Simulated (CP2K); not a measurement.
## AlPt under changes of volume

One of the cells (14.774 Å³/atom); the others are scaled copies at fixed shape and fractional positions:

```
Pt Al
1.0
     3.09155    0.00000    0.00000
     0.00000    3.09155    0.00000
     0.00000    0.00000    3.09155
Pt Al
1 1
Direct
  0.50000 0.50000 0.50000
  0.00000 0.00000 0.00000
```

Measurements of this composition are mostly on another form, of space group No. 198.

* Program: CP2K 2026.2
* Functional: r2SCAN
* Potentials or basis: POTENTIAL_UZH Pt GTH-SCAN-q18, Al GTH-SCAN-q3; TZVP-MOLOPT-SCAN-GTH basis
* Density cutoff: 9184 eV
* k mesh: 9 × 9 × 9
* Occupations: fermi-dirac, width 0.1 eV
* Spin: no spin polarisation

```tsv
volume (Å³/atom)	energy over the lowest point (meV/atom)	pressure (GPa)
13.888	17.21	9.5
14.183	?	?
14.478	0.00	0.3
14.774	3.28	-3.5
15.069	13.09	-6.9
15.365	28.77	-10.0
15.660	49.75	-12.7
```

Problem. What does the run at 14.183 Å³/atom give?

Solution. Energy over the lowest point 4.35 meV/atom; pressure 4.6 GPa.

Worked out: A Birch-Murnaghan fit of order 3 (a polynomial in V^(-2/3)) to the other rows has its minimum at 14.49 Å³/atom with B0 = V·E''(V) = 199 GPa and B' = 5.0. It gives 4.38 meV/atom at 14.183 Å³/atom, against the run's 4.35, and -dE/dV = 4.6 GPa, against 4.6.

Energies are extrapolated to zero smearing.

Caveats: the basis of atomic orbitals isn't converged, which shifts pressures, moduli and gaps.
